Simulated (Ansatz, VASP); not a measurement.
# Two plane-wave programs on BN

```
B N
1.0
     2.54395    0.00000    0.00000
    -1.27197    2.20312    0.00000
     0.00000    0.00000    4.20782
B N
2 2
Direct
  0.66667 0.33333 0.00020
  0.33333 0.66667 0.50020
  0.66667 0.33333 0.37480
  0.33333 0.66667 0.87480
```

Alike in both runs: task single point; functional r2SCAN; k mesh 6 × 6 × 4; no spin polarisation.

|  | VASP | Ansatz |
| --- | --- | --- |
| version | VASP 6.6.1 | Ansatz 0.2.0 |
| potentials or method | VASP PAW PBE potentials, release 64 (B, N) | plane waves, PAW |
| plane-wave cutoff (eV) | 520 | 500 |
| occupations | gaussian, width 0.01 eV | fixed |
| valence electrons in the cell | 16 | 16 |

|  | VASP | Ansatz | Ansatz less VASP |
| --- | --- | --- | --- |
| gap on the k mesh at the Fermi level (eV) | 5.72 | 5.75 | +0.034 |

Caveats: the k mesh is coarse (spacing up to 0.48 Å⁻¹), so the values aren't converged. A k mesh can miss the band edges. r2SCAN opens gaps a little over a GGA but as a rule still falls short of measured ones.
